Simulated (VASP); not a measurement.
**VASP 6.6.1, PBE single-point calculation, SrCl$_{2}$ (strained fluorite)**

INCAR

```
LREAL = .FALSE.
ISMEAR = -1
NSW = 0
LWAVE = .FALSE.
NBANDS = 19
ISIF = 2
IBRION = -1
NELM = 120
EDIFF = 1E-7
LASPH = .TRUE.
LCHARG = .FALSE.
GGA = PE
ENCUT = 520
PREC = Accurate
SIGMA = 0.02
```

KPOINTS

```
KPOINTS created by Atomic Simulation Environment
0
Gamma
6 6 6
0 0 0
```

KPOINTS_OPT

```
special points
7
Reciprocal
0.0000000000 0.0000000000 0.0000000000 1
0.5000000000 0.0000000000 0.5000000000 1
0.6250000000 0.2500000000 0.6250000000 1
0.3750000000 0.3750000000 0.7500000000 1
0.5000000000 0.5000000000 0.5000000000 1
0.5000000000 0.2500000000 0.7500000000 1
0.0000000000 0.5000000000 0.5000000000 1
```

POSCAR

```
Sr Cl
 1.0000000000000000
     0.0000000000000000    3.4452523140000002    3.5239509709000001
     3.4452523140000002    0.0000000000000000    3.5239509709000001
     3.4452523140000002    3.4452523140000002    0.0000000000000000
 Sr  Cl
   1   2
Cartesian
  0.0000000000000000  0.0000000000000000  0.0000000000000000
  1.7226261570000001  1.7226261570000001  1.7619754854500000
  5.1678784709999999  5.1678784709999999  5.2859264563500012
```

VASP ran with the recommended PBE PAW datasets (24 valence electrons in the cell).

Command

```
mpirun -np 1 vasp_std
```

From OUTCAR

```
k-points           NKPTS =     30   k-points in BZ     NKDIM =     30   number of bands    NBANDS=     19

   NELECT =      24.0000    total number of electrons

   dimension x,y,z NGX =    40 NGY =   40 NGZ =   36
   dimension x,y,z NGXF=    80 NGYF=   80 NGZF=   72

  energy-cutoff  :      520.00
  volume of cell :       83.66
      direct lattice vectors                 reciprocal lattice vectors
     0.000000000  3.445252314  3.523950971    -0.145127252  0.145127252  0.141886197
     3.445252314  0.000000000  3.523950971     0.145127252 -0.145127252  0.141886197
     3.445252314  3.445252314  0.000000000     0.145127252  0.145127252 -0.141886197

 k-points in reciprocal lattice and weights: KPOINTS created by Atomic Simulation Env
   0.00000000  0.00000000  0.00000000       0.005
   0.16666667 -0.00000000  0.00000000       0.037
   0.33333333 -0.00000000  0.00000000       0.037
   0.50000000  0.00000000  0.00000000       0.019
   0.16666667  0.16666667  0.00000000       0.009
   0.33333333  0.16666667  0.00000000       0.037
   0.50000000  0.16666667  0.00000000       0.037
  -0.33333333  0.16666667  0.00000000       0.037
   ...

 E-fermi :   0.8275

 k-point     1 :       0.0000    0.0000    0.0000
  band No.  band energies     occupation
      1     -32.5901      2.00000
      2     -14.5902      2.00000
      3     -14.5902      2.00000
      4     -14.5842      2.00000
      5     -13.1005      2.00000
      6     -12.2175      2.00000
      7      -1.9472      2.00000
      8      -1.9472      2.00000
      9      -1.8808      2.00000
     10      -0.2056      2.00000
     11      -0.0322      2.00000
     12      -0.0322      2.00000
     13       5.6260      0.00000
     14       6.2863      0.00000
     15       6.4183      0.00000
     16       9.2453      0.00000
     17       9.3440      0.00000
     18       9.3440      0.00000
     19       9.6442      0.00000

 k-point     2 :       0.1667   -0.0000    0.0000
  band No.  band energies     occupation
      1     -32.5892      2.00000
      2     -14.6861      2.00000
      3     -14.5936      2.00000
      4     -14.5901      2.00000
      5     -12.9383      2.00000
      6     -12.2764      2.00000
      7      -1.8387      2.00000
      8      -1.8133      2.00000
      9      -1.7236      2.00000
     10      -0.4406      2.00000
     11      -0.2591      2.00000
     12      -0.1931      2.00000
     13       6.2002      0.00000
     14       6.5367      0.00000
     15       6.6181      0.00000
     16       8.3033      0.00000
     17       9.0428      0.00000
     18       9.0458      0.00000
     19      10.1257      0.00000

 k-point     3 :       0.3333   -0.0000    0.0000
  band No.  band energies     occupation
      1     -32.5875      2.00000
      2     -14.8370      2.00000
      3     -14.6005      2.00000
      4     -14.5981      2.00000
      5     -12.7159      2.00000
      6     -12.3266      2.00000
      7      -1.5623      2.00000
      8      -1.5594      2.00000
      9      -1.3666      2.00000
     10      -0.9429      2.00000
     11      -0.6038      2.00000
     12      -0.5511      2.00000
     13       6.8482      0.00000
     14       6.8970      0.00000
     15       7.1433      0.00000
     16       8.3329      0.00000
     17       8.8897      0.00000
     18       8.8938      0.00000
     19       9.4287      0.00000

 k-point     4 :       0.5000    0.0000    0.0000
  band No.  band energies     occupation
      1     -32.5866      2.00000
      2     -14.8983      2.00000
      3     -14.6039      2.00000
      4     -14.6021      2.00000
      5     -12.6880      2.00000
      6     -12.2773      2.00000
      7      -1.3753      2.00000
      8      -1.3364      2.00000
      9      -1.2679      2.00000
     10      -1.0936      2.00000
     11      -0.8227      2.00000
     12      -0.8076      2.00000
     13       6.9549      0.00000
     14       6.9939      0.00000
     15       7.8030      0.00000
     16       8.1393      0.00000
     17       8.9280      0.00000
     18       8.9457      0.00000
     19       9.1396      0.00000

 k-point     5 :       0.1667    0.1667    0.0000
  band No.  band energies     occupation
      1     -32.5890      2.00000
      2     -14.7088      2.00000
      3     -14.5986      2.00000
      4     -14.5986      2.00000
      5     -12.8818      2.00000
      6     -12.2920      2.00000
      7      -1.8923      2.00000
      8      -1.8923      2.00000
      9      -1.4555      2.00000
     10      -0.9440      2.00000
     11      -0.0270      2.00000
     12      -0.0270      2.00000
     13       6.3121      0.00000
     14       6.5160      0.00000
     15       6.6698      0.00000
     16       8.5708      0.00000
     17       8.5708      0.00000
     18       9.0151      0.00000
     19       9.2380      0.00000

 k-point     6 :       0.3333    0.1667    0.0000
  band No.  band energies     occupation
      1     -32.5876      2.00000
      2     -14.8199      2.00000
      3     -14.6227      2.00000
      4     -14.6062      2.00000
      5     -12.6593      2.00000
      6     -12.3622      2.00000
      7      -1.7569      2.00000
      8      -1.7482      2.00000
      9      -1.4906      2.00000
     10      -0.9847      2.00000
     11      -0.2177      2.00000
     12      -0.1918      2.00000
     13       6.4711      0.00000
     14       6.9914      0.00000
     15       7.1460      0.00000
     16       8.3315      0.00000
     17       8.4515      0.00000
     18       8.7615      0.00000
     19       9.7382      0.00000

 k-point     7 :       0.5000    0.1667    0.0000
  band No.  band energies     occupation
      1     -32.5864      2.00000
      2     -14.8730      2.00000
      3     -14.6655      2.00000
      4     -14.6089      2.00000
      5     -12.5895      2.00000
      6     -12.3221      2.00000
      7      -1.7987      2.00000
      8      -1.5980      2.00000
      9      -1.4703      2.00000
     10      -0.5944      2.00000
     11      -0.5848      2.00000
     12      -0.4804      2.00000
     13       6.6288      0.00000
     14       7.1368      0.00000
     15       7.6682      0.00000
     16       8.1070      0.00000
     17       8.6617      0.00000
     18       9.1386      0.00000
     19       9.5217      0.00000

 k-point     8 :      -0.3333    0.1667    0.0000
  band No.  band energies     occupation
      1     -32.5866      2.00000
      2     -14.8471      2.00000
      3     -14.6713      2.00000
      4     -14.6039      2.00000
      5     -12.5890      2.00000
      6     -12.3559      2.00000
      7      -1.8476      2.00000
      8      -1.4031      2.00000
      9      -1.2248      2.00000
     10      -0.9377      2.00000
     11      -0.8734      2.00000
     12      -0.2706      2.00000
     13       6.6905      0.00000
     14       7.0937      0.00000
     15       7.3962      0.00000
     16       8.3146      0.00000
     17       8.8457      0.00000
     18       8.9505      0.00000
     19       9.5998      0.00000

 k-point     9 :      -0.1667    0.1667    0.0000
  band No.  band energies     occupation
      1     -32.5880      2.00000
      2     -14.7701      2.00000
      3     -14.6235      2.00000
      4     -14.5963      2.00000
      5     -12.7408      2.00000
      6     -12.3525      2.00000
      7      -1.8480      2.00000
      8      -1.5694      2.00000
      9      -1.3659      2.00000
     10      -0.9063      2.00000
     11      -0.5896      2.00000
     12      -0.1687      2.00000
     13       6.6296      0.00000
     14       6.8165      0.00000
     15       6.8635      0.00000
     16       8.3130      0.00000
     17       8.4743      0.00000
     18       9.1983      0.00000
     19      10.1943      0.00000

 k-point    10 :       0.3333    0.3333    0.0000
  band No.  band energies     occupation
      1     -32.5867      2.00000
      2     -14.8968      2.00000
      3     -14.6154      2.00000
      4     -14.6154      2.00000
      5     -12.4927      2.00000
      6     -12.4335      2.00000
      7      -2.0721      2.00000
      8      -1.7514      2.00000
      9      -1.7514      2.00000
     10      -0.4596      2.00000
     11      -0.0700      2.00000
     12      -0.0700      2.00000
     13       6.0372      0.00000
     14       7.3458      0.00000
     15       7.8181      0.00000
     16       8.0284      0.00000
     17       8.2260      0.00000
     18       8.2260      0.00000
     19       9.8530      0.00000

 ...

  Total        1.0749624      1.0749624      0.4591965      0.0000000     -0.0000000     -0.0000000
  in kB       20.5874209     20.5874209      8.7944211      0.0000000     -0.0000000     -0.0000000
  external PRESSURE =      16.6564210 kB  Pullay stress =       0.0000000 kB

 POSITION                                       TOTAL-FORCE (eV/Angst)
 -----------------------------------------------------------------------------------
      0.00000      0.00000      0.00000         0.000000     -0.000000      0.000000
      1.72263      1.72263      1.76198        -0.000000     -0.000000     -0.000000
      5.16788      5.16788      5.28593         0.000000      0.000000      0.000000
 -----------------------------------------------------------------------------------
    total drift:                               -0.000000     -0.000000      0.000000

  FREE ENERGIE OF THE ION-ELECTRON SYSTEM (eV)
  ---------------------------------------------------
  free  energy   TOTEN  =       -12.7667435632 eV

  energy  without entropy=      -12.7667435632  energy(sigma->0) =      -12.76674356
```

The gap between bands v and c is 5.33 eV, the least direct gap is 5.45 eV and the pressure is 1.7 GPa.

Band v is the last that the valence electrons fill when counted band by band, and c is the next.

The run took about 55 s on one core of a shared host (Intel Xeon Platinum 8488C) and held 0.25 GiB at most.
